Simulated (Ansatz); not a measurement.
# Cr: the crystal squeezed far

How does Cr (omega type) answer strong compression? The runs shown use PAW. Its runs: cell relaxed at zero pressure (PAW); volume scaled by 1 (PAW); shape and atoms relaxed at 0.88 of the volume (PAW); volume scaled by 0.88 (PAW and PAW (partial_waves polarizable)); shape and atoms relaxed at 0.78 of the volume (PAW); volume scaled by 0.78 (PAW); shape and atoms relaxed at 0.58 of the volume (PAW); volume scaled by 0.58 (PAW); shape and atoms relaxed at 0.43 of the volume (PAW); volume scaled by 0.43 (PAW and PAW (partial_waves polarizable)).

Program: Ansatz 0.2.0. Level of theory: DFT, PBE, PAW with Ansatz's default frozen-core files, scalar-relativistic. These are calculated values, not measurements.

1 further run of the same task is left out (it didn't finish).

## 1. The structure to begin with

It takes space group P6/mmm (No. 191, hexagonal). The conventional cell has a = 4.035 Å, b = 4.035 Å, c = 2.502 Å, α = 90.00°, β = 90.00°, γ = 120.00°. Cr (site symmetry 6/mmm) is surrounded by 14 Cr at 2.50 to 2.64 Å. Around Cr (site symmetry -6m2) lie 11 Cr at 2.33 to 2.64 Å.

Coordinates:

```cif
data_structure
_symmetry_space_group_name_H-M 'P6/mmm'
_symmetry_Int_Tables_number 191
_cell_length_a 4.0355
_cell_length_b 4.0355
_cell_length_c 2.5020
_cell_angle_alpha 90.000
_cell_angle_beta 90.000
_cell_angle_gamma 120.000
_cell_volume 35.29
loop_
_atom_site_label
_atom_site_type_symbol
_atom_site_symmetry_multiplicity
_atom_site_Wyckoff_symbol
_atom_site_fract_x
_atom_site_fract_y
_atom_site_fract_z
_atom_site_occupancy
Cr1 Cr 1 a 0.00000 0.00000 0.00000 1
Cr2 Cr 2 d 0.33333 0.66667 0.50000 1
```

The file gives the conventional cell by its symmetry; the runs use the cell typed in the input.

Whether this phase is the stable one at these pressures isn't tested.

Atoms are numbered in the order of the input: Cr1, Cr2, Cr3.

## 2. Cell relaxed at zero pressure, PAW

Input file input.yaml:

```yaml
crystal:
  lattice:
    - [4.035462998, 0.0, 0.0]
    - [-2.017731499, 3.4948134723, 0.0]
    - [0.0, 0.0, 2.5019870588]
  atoms:
    - { symbol: Cr, position: [0.0, 0.0, 0.0], spin: 2.0 }
    - { symbol: Cr, position: [0.3333333333, 0.6666666667, 0.5], spin: 2.0 }
    - { symbol: Cr, position: [0.6666666667, 0.3333333333, 0.5], spin: 2.0 }
magnetization:
  spin_polarized: true
kpoints:
  mp_grid: { grid: [10, 10, 14] }
scf:
  occupations: { method: fermi_dirac, width: 0.1 }
hamiltonian:
  xc: pbe
  pseudopotentials: { kind: paw }
output:
  forces: true
  stress: true
relax:
  f_tol: 0.005
  max_steps: 40
  cell: {}
```

Run with:

```bash
ansatz run input.yaml --threads 2 --pin off --max-ram 6144MiB --backend cpu --events-out ev --progress --plain --runs-dir out
```

Further steps of the session: Volume scaled by 1, PAW; Shape and atoms relaxed at 0.88 of the volume, PAW; Volume scaled by 0.88, PAW; Volume scaled by 0.88, PAW (partial_waves polarizable); Shape and atoms relaxed at 0.78 of the volume, PAW; Volume scaled by 0.78, PAW; Shape and atoms relaxed at 0.58 of the volume, PAW; Volume scaled by 0.58, PAW; Shape and atoms relaxed at 0.43 of the volume, PAW; Volume scaled by 0.43, PAW; Volume scaled by 0.43, PAW (partial_waves polarizable).

Before running it: what results should come out? Wanted: PAW pressure at 0.43 of the volume; PAW; fitted bulk modulus at zero pressure.

As calculated:

| quantity | value |
| --- | --- |
| PAW pressure at 0.43 of the volume | 975.7 GPa |
| PAW (partial_waves polarizable) pressure at 0.43 of the volume | 975.7 GPa |
| fitted bulk modulus at zero pressure (PAW) | 250 GPa |
| its pressure derivative | 3.74 |

What this shows: At 0.43 of the starting volume PAW gives 976 GPa. A third-order Birch-Murnaghan curve fits the range only roughly (B₀ = 250 GPa, B′ = 3.74, misfit at most 6.30 GPa). A fit over so wide a range leans to the high pressures, so B₀ can be off by several per cent. No all-electron run checks these rows here, and frozen cores can fail under such compression. The ions are at rest, and the electrons smeared by 0.1 eV.
